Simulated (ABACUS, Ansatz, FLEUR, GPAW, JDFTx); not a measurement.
SnO2: programs and potentials compared

```xyz
6
Lattice="4.7380 0.0000 0.0000 0.0000 4.7380 0.0000 0.0000 0.0000 3.1865" Properties=species:S:1:pos:R:3 pbc="T T T"
Sn    2.3754    2.4140    1.5851
Sn   -0.0463    0.0291   -0.0057
O     3.8256    0.9225    1.6109
O     3.3039    3.3129    0.0109
O     0.9858    3.8486    1.6247
O     1.4614    1.4522   -0.0394
```

Atoms were shifted at random by some hundredths of an Å from the given cell, which wasn't relaxed again for these runs.

Alike in all runs: task single point; functional PBEsol; k mesh 6 × 6 × 8; occupations fermi-dirac, width 0.05 eV; no spin polarisation; no spin-orbit coupling. Pressure is positive in compression and, in plane waves, holds the error of the finite cutoff.

```tsv
program and potentials	plane-wave cutoff (eV)	notes	band gap (eV)	pressure (GPa)	largest force (eV/Å)	energy over the undisturbed cell (meV/atom)
GPAW, PAW data sets generated for this functional	800	-	1.10	3.23	1.682	-
JDFTx, PseudoDojo-SR-PBEsol-0.4.1-standard with smoothed tails	1143	-	1.06	6.08	1.733	-
ABACUS, PseudoDojo NC SR 0.4.1 PBEsol standard, plane waves	1143	-	1.06	6.06	1.733	17.66
Ansatz, all-electron LAPW, scalar-relativistic	-	-	1.08	4.68	1.694	-
FLEUR, all-electron, FLAPW	-	-	1.07	-	1.689	17.31
```

Force on atom 2 (Sn), eV/Å:

| program and potentials | x | y | z |
| --- | --- | --- | --- |
| GPAW, PAW data sets generated for this functional | 1.588 | -0.206 | 0.516 |
| JDFTx, PseudoDojo-SR-PBEsol-0.4.1-standard with smoothed tails | 1.629 | -0.215 | 0.552 |
| ABACUS, PseudoDojo NC SR 0.4.1 PBEsol standard, plane waves | 1.629 | -0.215 | 0.553 |
| Ansatz, all-electron LAPW, scalar-relativistic | 1.596 | -0.208 | 0.526 |
| FLEUR, all-electron, FLAPW | 1.592 | -0.208 | 0.524 |

The band gap spans 1.06 (ABACUS, PseudoDojo NC SR 0.4.1 PBEsol standard, plane waves) to 1.10 eV (GPAW, PAW data sets generated for this functional), with all-electron results at 1.07 to 1.08. The pressure spans 3.23 (GPAW, PAW data sets generated for this functional) to 6.08 GPa (JDFTx, PseudoDojo-SR-PBEsol-0.4.1-standard with smoothed tails), with all-electron results at 4.68.

Differences between rows come from potentials, basis sets and numerical settings, since the functional is the same but for its coding. Runs on potential files found faulty are left out.
